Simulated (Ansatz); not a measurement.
The system is InP.

```xyz
2
Lattice="0.0000 2.9305 2.9305 2.9305 0.0000 2.9305 2.9305 2.9305 0.0000" Properties=species:S:1:pos:R:3 pbc="T T T"
In    0.0000    0.0000    0.0000
P     4.3957    4.3957    4.3957
```

Program: Ansatz 0.2.0. Alike in all runs: potentials or basis Ansatz PAW; cell as given; smearing fermi-dirac 0.05 eV.

Problem. Order these runs on this cell by their band gap on the k mesh, lowest first.
A. level r2SCAN; spin off; k mesh 8 × 8 × 8; cutoff (eV) 500; points for each segment of the path 14; mesh quality not flagged
B. level r2SCAN50; spin off; k mesh 4 × 4 × 4; cutoff (eV) 500; points for each segment of the path 4; mesh quality coarse
C. level HF; spin off; k mesh 4 × 4 × 4; cutoff (eV) 420; points for each segment of the path 4; mesh quality coarse
D. level HSE06; spin SOC, no magnetisation; k mesh 4 × 4 × 4; cutoff (eV) 420; mesh quality coarse
E. level BLYP; spin off; k mesh 8 × 8 × 8; cutoff (eV) 420; points for each segment of the path 14; mesh quality not flagged

Solution. E (0.60 eV), A (1.16 eV), D (1.50 eV), B (3.81 eV), C (7.37 eV).

Caveats: some runs use coarse meshes; spin-orbit coupling is left out, which moves the levels of the heavy elements (some runs).

Runs at the PBE level aren't shown here.
